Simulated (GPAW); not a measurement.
Write an ASE script for GPAW 26.7.0 that does the following.

```
Task                : single point
Functional          : LDA
Potentials or basis : the program's PAW data sets (release 1.2.1) made for this functional
Cutoff              : 600 eV
Basis               : pw
k mesh              : 12 × 12 × 12
Occupations         : fermi-dirac, width 0.05 eV
Spin                : no spin polarisation
Maxiter             : 150
```

The system is W.

```
W
1.0
    -1.58234    1.58234    1.58234
     1.58234   -1.58234    1.58234
     1.58234    1.58234   -1.58234
W
1
Direct
  0.00000 0.00000 0.00000
```

The input as run:

run.py

```python
from ase import Atoms
from ase.dft.bandgap import bandgap
from ase.io import write
from ase.units import GPa
from gpaw import GPAW, PW

atoms = Atoms(['W'],
              cell=[[-1.582345, 1.582345, 1.582345],
                    [1.582345, -1.582345, 1.582345],
                    [1.582345, 1.582345, -1.582345]],
              scaled_positions=[[0.0, 0.0, 0.0]],
              pbc=True)

calc = GPAW(mode=PW(600),
            xc='LDA',
            kpts={'size': (12, 12, 12), 'gamma': True},
            occupations={'name': 'fermi-dirac', 'width': 0.05},
            nbands=16,
            convergence={'density': 1e-05, 'energy': 1e-05},
            maxiter=150,
            txt='gpaw.txt')
atoms.calc = calc
energy = atoms.get_potential_energy()
forces = atoms.get_forces()
stress = atoms.get_stress()
calc.write('gs.gpw')
write('result.traj', atoms)
print(f'Energy: {energy:.6f} eV')
print('Forces (eV/A):')
print(forces.round(4))
print('Stress (GPa):', (stress / GPa).round(3))
print('Fermi level:', round(calc.get_fermi_level(), 4), 'eV')
print(f'Gap: {bandgap(calc)[0]:.4f} eV, direct: {bandgap(calc, direct=True)[0]:.4f} eV')
```

Potentials or basis: the program's PAW data sets (release 1.2.1) made for this functional, pw.

Launch:

```console
$ OMP_NUM_THREADS=1 python run.py
```

Results of the run:

- Pressure: -9.9 GPa
- Band gap on the k mesh: none (metal or under the smearing width)

It took 7.5 s on 1 thread of Arm Neoverse V2, on a shared host, peak memory 0.13 GiB.
